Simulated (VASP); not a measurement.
Ge:

```
Ge
1.0
     0.00000    2.82891    2.82891
     2.82891    0.00000    2.82891
     2.82891    2.82891    0.00000
Ge
2
Direct
  0.75000 0.75000 0.75000
  0.50000 0.50000 0.50000
```

* Program: VASP 6.6.1
* Task: relaxation of cell and atoms
* Functional: BLYP
* Dispersion: D3
* Potentials or basis: VASP PAW PBE potentials, release 64 (Ge_d)
* Cutoff: 600 eV
* k mesh: 8 × 8 × 8
* Occupations: fermi-dirac, width 0.05 eV
* Spin: no spin polarisation

At the start: pressure 6.2 GPa; volume 22.64 Å³/atom.

Q: Where does the relaxation end?

A: Over 3 steps the energy falls by 41.6 meV/atom and the volume is 25.07 Å³/atom (+10.7 %); space group Fd-3m (No. 227, to 0.05 Å).

Step by step:
| step | energy change (eV) | largest force (eV/Å) | pressure (GPa) | volume (Å³) |
| --- | --- | --- | --- | --- |
| 1 | 0.0000 | 0.0000 | 6.21 | 45.28 |
| 2 | -0.0801 | 0.0000 | -0.84 | 51.27 |
| 3 | -0.0832 | 0.0000 | 0.00 | 50.14 |

Final structure:
```xyz
2
Lattice="0.0000 2.9268 2.9268 2.9268 0.0000 2.9268 2.9268 2.9268 0.0000" Properties=species:S:1:pos:R:3 pbc="T T T"
Ge    4.3902    4.3902    4.3902
Ge    2.9268    2.9268    2.9268
```

The cell as given is a measured one (22.64 Å³/atom); BLYP+D3 puts the equilibrium volume +10.7 % from it, thermal expansion not counted.

Caveat: the PAW data sets were made with another functional, which shifts forces and pressure a little; the volume moved by +11 % from the deposited cell, more than functionals usually miss; pairwise dispersion overbinds metals, which lowers pressure and volume.
